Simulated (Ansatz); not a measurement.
GeSe at a changed volume — ⁷³Ge nuclear quadrupole resonance

Cell: a COD entry, relaxed with PBE at fixed cell and then changed (volume scaled by 0.94, ions relaxed).

```cif
data_GeSe
_symmetry_space_group_name_H-M 'Pnma'
_symmetry_Int_Tables_number 62
_cell_length_a 10.5991
_cell_length_b 3.7714
_cell_length_c 4.3102
_cell_angle_alpha 90.000
_cell_angle_beta 90.000
_cell_angle_gamma 90.000
loop_
_atom_site_label
_atom_site_type_symbol
_atom_site_symmetry_multiplicity
_atom_site_Wyckoff_symbol
_atom_site_fract_x
_atom_site_fract_y
_atom_site_fract_z
Ge Ge 4 c 0.1150 0.2500 0.1093
Se Se 4 c 0.8554 0.2500 0.4927
```

One atom of each set is listed.

Computed with Ansatz: DFT, PBE, plane waves and PAW, scalar-relativistic, 420 eV cutoff, Γ-centred 4×11×10 k-points, Fermi–Dirac smearing 0.02 eV.

⁷³Ge: I = 9/2, Q = -196.0 mb (year-2017 value). Static lattice, zero field.

**Question.** The simulated lines lie at 2.19, 2.38, 3.42, 4.57, 4.67 MHz. What are |C_Q|, η and |V_zz| at Ge?

**Answer.** For I = 9/2 and η = 0 the lines are |C_Q|/24 times 1, 2, 3 and 4; η shifts the lowest up most. At large η the states mix, and weaker lines appear at sums of the main ones; lines under 5 % of the strongest are left out. Here |C_Q| = 28.4 MHz, η = 0.43 and |V_zz| = 6.00 × 10²¹ V/m². The calculation gives V_zz negative; the lines don't show the sign. The site has 3 Se at 2.57–2.59 Å; also 3 Se at 3.21–3.22 Å.

At Ge V_zz stands upright on the plane through its three neighbours (within 6°).

With a gap of 0.4 eV on this mesh, the gradients can still move by some per cent as the k-mesh gets denser.
